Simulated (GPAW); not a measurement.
Here is a GPAW 26.7.0 calculation.

Contents of run.py:

```python
from ase import Atoms
from ase.dft.bandgap import bandgap
from ase.io import write
from ase.units import GPa
from gpaw import GPAW, PW

atoms = Atoms(['Pt'],
              cell=[[-0.013303, 1.935753, 1.94453],
                    [1.971038, 0.003035, 1.928193],
                    [2.000885, 1.949262, -0.026811]],
              scaled_positions=[[-0.013262, 0.019954, 0.00694]],
              pbc=True)

calc = GPAW(mode=PW(600),
            xc='PBE',
            kpts={'size': (12, 12, 12), 'gamma': True},
            occupations={'name': 'fermi-dirac', 'width': 0.05},
            nbands=17,
            convergence={'density': 1e-05, 'energy': 1e-05},
            maxiter=150,
            txt='gpaw.txt')
atoms.calc = calc
energy = atoms.get_potential_energy()
forces = atoms.get_forces()
stress = atoms.get_stress()
calc.write('gs.gpw')
write('result.traj', atoms)
print(f'Energy: {energy:.6f} eV')
print('Forces (eV/A):')
print(forces.round(4))
print('Stress (GPa):', (stress / GPa).round(3))
print('Fermi level:', round(calc.get_fermi_level(), 4), 'eV')
print(f'Gap: {bandgap(calc)[0]:.4f} eV, direct: {bandgap(calc, direct=True)[0]:.4f} eV')
```

Potentials or basis: GPAW PAW data sets (gpaw-data 1.2.1), pw.

Command:

```bash
$ OMP_NUM_THREADS=1 python run.py
```

Question: Predict the band gap on the k mesh.

Answer: None (metal or under the smearing width).

Question: What does it give for the pressure?

Answer: 9.9 GPa.

Stress tensor (GPa, compression positive):
```
 8.87 -0.64  1.48
-0.64 10.38  0.63
 1.48  0.63 10.45
```

Spin-orbit coupling is left out, which matters for the levels of Pt.
